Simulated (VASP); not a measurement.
A run of VASP 6.6.1:

INCAR

```
SYSTEM = CaO
PREC = Accurate ; ENCUT = 600
EDIFF = 1E-6 ; ISMEAR = 0
SIGMA = 0.01 ; LREAL = .FALSE.
LASPH = .TRUE. ; NELM = 80
ALGO = Fast ; ISIF = 3
LWAVE = .FALSE. ; LCHARG = .FALSE.
GGA = PE ; IVDW = 11
IBRION = 2 ; NSW = 40
EDIFFG = -0.02
```

File KPOINTS:

```
Automatic mesh
0
G
  10 10 10
  0 0 0
```

The input POSCAR:

```
CaO
1.0
    0.0000000000      2.4035556960      2.4035556960
    2.4035556960      0.0000000000      2.4035556960
    2.4035556960      2.4035556960      0.0000000000
Ca O
1 1
Cartesian
   -0.0204470483     -0.0251724388     -0.0023506775
    2.5215774913      2.3790201995      2.4409478120
```

Potentials or basis: VASP PAW PBE potentials, release 64 (Ca_sv, O).

The run is started by

```bash
$ cat potpaw_PBE.64/Ca_sv/POTCAR potpaw_PBE.64/O/POTCAR > POTCAR
$ mpirun -np 1 vasp_std > vasp.out
```

Hardware: 1 thread of Intel(R) Xeon(R) Platinum 8488C (Sapphire Rapids) (shared host).

Task: How long does it take, and how much memory?

Result: Run time: 20 min on 1 thread of Intel(R) Xeon(R) Platinum 8488C (Sapphire Rapids), with other jobs on the host, peak memory 0.37 GiB. Counts: scf iterations 81, k points 504, ion steps 7.
